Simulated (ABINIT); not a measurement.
Crystal: KMgF3.

```xyz
5
Lattice="3.9859 0.0000 0.0000 0.0000 3.9859 0.0000 0.0000 0.0000 3.9859" Properties=species:S:1:pos:R:3 pbc="T T T"
K     1.9929    1.9929    1.9929
Mg    0.0000    0.0000    0.0000
F     0.0000    0.0000    1.9929
F     0.0000    1.9929    0.0000
F     1.9929    0.0000    0.0000
```

Base run:

* Program: ABINIT 10.8.3 (patched build)
* Functional: PBE
* Potentials or basis: PseudoDojo NC SR PBE v0.4.1 standard
* Cutoff: 1088 eV
* k mesh: 5 × 5 × 5
* Occupations: fermi-dirac, width 0.05 eV
* Spin: no spin polarisation

Its results: band gap on the k mesh 7.42 eV, indirect (least direct gap 7.68 eV); pressure 3.5 GPa.

**Question.** The run is repeated on the same cell with these changes: potentials or basis from PseudoDojo NC SR PBE v0.4.1 standard to PseudoDojo NC SR PBE v0.5 stringent; cutoff from 1088 eV to 1034 eV. What comes out?

**Answer.** Band gap on the k mesh 7.42 eV, indirect (least direct gap 7.68 eV); pressure 2.9 GPa.

Caveats: an odd mesh through Γ misses points on the zone boundary, where band edges often lie.

Not every run made on this cell is shown here.
